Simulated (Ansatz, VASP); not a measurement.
# One calculation of W, two programs

```
W
1.0
    -1.57593    1.57593    1.57593
     1.57593   -1.57593    1.57593
     1.57593    1.57593   -1.57593
W
1
Direct
  0.00000 0.00000 0.00000
```

Change from the starting cell: equal engineering shear yz, xz and xy +0.0000, equal normal strain along x, y and z -0.0100.

Alike in both runs: task single point; functional PBE; k mesh 20 × 20 × 20; occupations gaussian, width 0.15 eV; no spin polarisation.

|  | VASP | Ansatz |
| --- | --- | --- |
| version | VASP 6.6.1 | Ansatz 0.2.0 |
| potentials or method | VASP PAW PBE potentials, release 64 (W_sv) | scalar-relativistic, plane waves, PAW |
| plane-wave cutoff (eV) | 520 | 420 |
| valence electrons in the cell | 14 | 14 |

Ansatz gave:

```
gap on the k mesh at the Fermi level (eV) : none
pressure (GPa)                            : 9.8
```

**Question.** Which values does VASP return?

**Answer.** gap on the k mesh at the Fermi level (eV): none; pressure (GPa): 10.4.

A gap of «none» marks a metal or a gap that the smearing closes.

The runs have no spin-orbit coupling, so splittings on W are missing.
